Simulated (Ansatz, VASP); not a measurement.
One calculation of InAs, two programs

```
CELL_PARAMETERS angstrom
0.00000 3.05356 3.05356
3.05356 0.00000 3.05356
3.05356 3.05356 0.00000
ATOMIC_POSITIONS crystal
In 0.75000 0.75000 0.75000
As 0.00000 0.00000 0.00000
```

Alike in both runs: task single point; functional PBE; dispersion D3(BJ); k mesh 6 × 6 × 6; occupations gaussian, width 0.1 eV; no spin polarisation.

|  | VASP | Ansatz |
| --- | --- | --- |
| version | VASP 6.6.1 | Ansatz 0.2.0 |
| potentials or method | VASP PAW PBE potentials, release 64 (In_d, As) | scalar-relativistic, plane waves, PAW |
| plane-wave cutoff (eV) | 520 | 420 |
| valence electrons in the cell | 18 | 28 |

```tsv
	VASP	Ansatz	Ansatz less VASP
gap on the k mesh at the Fermi level (eV)	none	none	-
pressure (GPa)	0.2	0.2	-0.06
```

A gap of «none» marks a metal or a gap that the smearing closes. The two sets of potentials don't hold the same shells in valence.

Caveats: pairwise dispersion overbinds metals, which lowers pressure and volume.
